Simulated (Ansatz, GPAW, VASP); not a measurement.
**CoO: programs and potentials compared**

```
Co O
1.0
     1.50547    0.86918    2.43993
    -1.50547    0.86918    2.43993
     0.00000   -1.73837    2.43993
Co O
1 1
Cartesian
  0.0000 0.0000 0.0000
  0.0000 0.0000 3.6599
```

The cell is a database's computed one, not the measured one.

Alike in all runs: task single point; functional PBE; k mesh 11 × 11 × 11; occupations gaussian, width 0.1 eV; collinear spin, ferromagnetic start; no spin-orbit coupling. Pressure is positive in compression and, in plane waves, holds the error of the finite cutoff.

```json
{"program and potentials": "Ansatz, all-electron LAPW, scalar-relativistic", "plane-wave cutoff (eV)": "-", "notes": "-", "pressure (GPa)": "-0.13", "net moment per atom (μB)": "1.45"}
{"program and potentials": "GPAW, GPAW PAW data sets (gpaw-data 1.2.1)", "plane-wave cutoff (eV)": "800", "notes": "-", "pressure (GPa)": "0.51", "net moment per atom (μB)": "1.46"}
{"program and potentials": "VASP, PBE PAW files Co_GW, O_GW, 550 eV", "plane-wave cutoff (eV)": "550", "notes": "-", "pressure (GPa)": "-1.15", "net moment per atom (μB)": "1.45"}
```

The pressure spans -1.15 (VASP, PBE PAW files Co_GW, O_GW, 550 eV) to 0.51 GPa (GPAW, GPAW PAW data sets (gpaw-data 1.2.1)), with all-electron results at -0.13. The net moment per atom spans 1.45 (VASP, PBE PAW files Co_GW, O_GW, 550 eV) to 1.46 μB (GPAW, GPAW PAW data sets (gpaw-data 1.2.1)), with all-electron results at 1.45. The state is the one that the start led to, which needn't be the lowest.

The functional is the same throughout but for its coding, so the spread measures potentials, basis and numerics; runs on potential files found faulty are left out.

The net moment hardly depends on the potentials, while the pressure even changes sign. The moment is set by the filling of the exchange-split Co 3d shell. Counted per formula unit, it lies just below the spin-only value of high-spin Co(II), with some of the spin density on oxygen through covalency. The small shortfall from an integer suggests that both spin channels cross the Fermi level, though smearing may contribute. A metal would conflict with the known antiferromagnetic insulator; the probable cause is that PBE leaves the partly filled minority t2g shell without the orbital polarisation that opens the gap.

Pressure is a volume derivative and so responds to small errors that barely touch the spin density. An incomplete plane-wave basis usually pulls it downwards, which fits the VASP value of -1.15 GPa, but the potentials could do the same. The positive GPAW value needs another source, probably its data sets. For a stiff oxide, these offsets correspond to only slight changes in equilibrium volume.
